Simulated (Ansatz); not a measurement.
ZrSe2:

```
Zr Se
1.0
     3.79800    0.00000    0.00000
    -1.89900    3.28916    0.00000
     0.00000    0.00000    6.19200
Zr Se
1 2
Direct
  0.00000 0.00000 0.00000
  0.66667 0.33333 0.75000
  0.33333 0.66667 0.25000
```

- Program: Ansatz 0.2.0
- Task: relaxation of cell and atoms
- Functional: PBE
- Dispersion: D3(BJ)
- Potentials or basis: Ansatz PAW
- Cutoff: 420 eV (not typed: the program's choice for these potentials)
- k mesh: 8 × 8 × 5
- Occupations: fermi-dirac, width 0.05 eV
- Spin: no spin polarisation

At the start: volume 25.78 Å³/atom.

Question: How do energy, volume and symmetry change on relaxing?

Answer: It ends after 5 steps and the volume is 24.31 Å³/atom (-5.7 %); space group P-3m1 (No. 164, to 0.05 Å).

Step by step:
```csv
step,energy change (eV),largest force (eV/Å),volume (Å³)
1,0.0000,0.2977,77.35
2,-0.0334,0.0152,73.56
3,-0.0340,0.0132,72.91
4,-0.0340,0.0014,72.92
5,-0.0336,0.0011,72.92
```

Final structure:
```
Zr Se
1.0
     3.73749    0.00000    0.00000
    -1.86875    3.23676    0.00000
     0.00000    0.00000    6.02815
Zr Se
1 2
Cartesian
  0.0000 0.0000 0.0000
  1.8687 1.0789 4.4308
  0.0000 2.1578 1.5974
```

Caveat: the plane-wave basis is chosen anew once the cell has moved, so the energies of steps on either side of that aren't comparable.
